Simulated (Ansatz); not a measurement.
**fcc against bcc along group 14**

These are results of Ansatz 0.2.0, DFT, PBE, plane waves (420 eV) with PAW, scalar-relativistic, not measurements.

Each structure is relaxed within its symmetry, in the lowest magnetic state of the tried starts. Differences under about 8 meV lie within the error of the k-point mesh.

```json
{"element": "C", "E(fcc) − E(bcc) (meV/atom)": "212", "V(fcc) (Å³/atom)": "7.32", "V(bcc) (Å³/atom)": "6.69", "state of fcc": "spin not included", "state of bcc": "spin not included"}
{"element": "Si", "E(fcc) − E(bcc) (meV/atom)": "?", "V(fcc) (Å³/atom)": "?", "V(bcc) (Å³/atom)": "?", "state of fcc": "?", "state of bcc": "?"}
{"element": "Ge", "E(fcc) − E(bcc) (meV/atom)": "-6", "V(fcc) (Å³/atom)": "19.56", "V(bcc) (Å³/atom)": "19.33", "state of fcc": "spin not included", "state of bcc": "spin not included"}
{"element": "Sn", "E(fcc) − E(bcc) (meV/atom)": "-9", "V(fcc) (Å³/atom)": "28.03", "V(bcc) (Å³/atom)": "27.59", "state of fcc": "spin not included", "state of bcc": "spin not included"}
{"element": "Pb", "E(fcc) − E(bcc) (meV/atom)": "-40", "V(fcc) (Å³/atom)": "31.91", "V(bcc) (Å³/atom)": "31.90", "state of fcc": "spin not included", "state of bcc": "spin not included"}
```

(1) Fill in the row of Si.

Results:

(1) E(fcc) − E(bcc) (meV/atom): 14; V(fcc) (Å³/atom): 14.44; V(bcc) (Å³/atom): 14.61; state of fcc: spin not included; state of bcc: spin not included.
